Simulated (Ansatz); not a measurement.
# GaAs: what relativity and spin–orbit coupling change

```yaml
crystal:
  lattice:
    - [0.00000, 2.82685, 2.82685]
    - [2.82685, 0.00000, 2.82685]
    - [2.82685, 2.82685, 0.00000]
  atoms:
    - { symbol: Ga, position: [0.00000, 0.00000, 0.00000] }
    - { symbol: As, position: [0.75000, 0.75000, 0.75000] }
```

Atoms are numbered in the order listed.

The cell is COD entry 9008845, as deposited and not checked against the literature; nothing was relaxed.

One fixed cell is solved with PBE by all-electron LAPW in Ansatz 0.2.0 under different relativistic treatments. Pressure is positive in compression.

The runs use a Γ-centred 11×11×11 k mesh, Fermi–Dirac smearing of 0.05 eV, basis error target 0.5 meV/atom, no spin polarisation.

```json
{"setting": "scalar-relativistic", "P (GPa)": "3.29", "gap over the k mesh and a high-symmetry path (eV)": "0.52", "lowest level at Γ above −25 eV, from the valence-band top or, without a gap, the Fermi level (eV)": "-14.77"}
{"setting": "non-relativistic", "P (GPa)": "?", "gap over the k mesh and a high-symmetry path (eV)": "1.18", "lowest level at Γ above −25 eV, from the valence-band top or, without a gap, the Fermi level (eV)": "-15.30"}
{"setting": "with spin–orbit coupling", "P (GPa)": "3.29", "gap over the k mesh and a high-symmetry path (eV)": "?", "lowest level at Γ above −25 eV, from the valence-band top or, without a gap, the Fermi level (eV)": "-15.13"}
```

Question: Give the missing entry: row "non-relativistic", column "P (GPa)".

Answer: 3.98.

Question: What belongs in the row "with spin–orbit coupling", column "gap over the k mesh and a high-symmetry path (eV)"?

Answer: 0.41.
